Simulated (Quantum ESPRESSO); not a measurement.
The system is TiC.

```
Ti C
1.0
     0.00000    2.16572    2.16572
     2.16572    0.00000    2.16572
     2.16572    2.16572    0.00000
Ti C
1 1
Cartesian
  0.0000 0.0000 0.0000
  2.1657 2.1657 2.1657
```

The cell is a database's computed one.

Base run:

- Program: Quantum ESPRESSO 7.5
- Functional: PBEsol
- Potentials or basis: SSSP 1.3 efficiency PBE
- Cutoff: 748 eV
- Density cutoff: 5987 eV
- k mesh: 11 × 11 × 11
- Occupations: fermi-dirac, width 0.05 eV
- Spin: no spin polarisation
- Hubbard terms: Ti d U = 3 eV

Its results: band gap on the k mesh none (metal or under the smearing width); pressure -1.1 GPa.

**Question.** The run is repeated on the same cell with these changes: hubbard terms from Ti d U = 3 eV to Ti d U = 5 eV. What comes out?

**Answer.** Band gap on the k mesh none (metal or under the smearing width); pressure 3.2 GPa.

Caveats: the potentials were made for another functional, which shifts forces and pressure; U without spin polarisation on a metal has little footing; the U is typed as a test and isn't derived for this compound.
